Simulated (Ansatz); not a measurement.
A run on rocksalt LiBr (110), 3 layers: DFT, PBE, PAW with Ansatz's default frozen-core files, scalar-relativistic (Ansatz 0.2.0).

Command: `ansatz run input.yaml --threads 2 --pin off --max-ram 4096MiB --backend cpu --events-out ev --progress --plain --runs-dir out`

```yaml
crystal:
  lattice:
    - [3.8967299087, 0.0, 0.0]
    - [0.0, 5.5108082858, 0.0]
    - [0.0, 0.0, 19.8967]
  atoms:
    - { symbol: Li, position: [0.0, 0.25, 0.4153133849] }
    - { symbol: Br, position: [0.0, 0.75, 0.4022195378] }
    - { symbol: Li, position: [0.5, 0.75, 0.5000001017] }
    - { symbol: Br, position: [0.5, 0.25, 0.4999998132] }
    - { symbol: Li, position: [0.0, 0.25, 0.5846866926] }
    - { symbol: Br, position: [0.0, 0.75, 0.5977804697] }
kpoints:
  mp_grid: { grid: [8, 6, 1] }
scf:
  occupations: { method: fermi_dirac, width: 0.02 }
hamiltonian:
  xc: pbe
  pseudopotentials: { kind: paw }
output:
  forces: true
  stress: true
  eigenvalues: true
  core_levels:
    shells: { Li: ["1s"] }
    counted_from: conduction_bottom
    add_spin: false
```

Q: How does the run end?

A: It is refused before any iteration. The log ends:
```
Error: pseudopotential record <dir> output.core_levels.shells: no 1s core hole can be made of this Li record: its frozen core holds no 1s shell, nor is that a full one between the 1s and the outermost: it holds none.
Fix: name a PAW record that freezes 1s for Li under hamiltonian.pseudopotentials.azcp (`Li: <path>`).
```
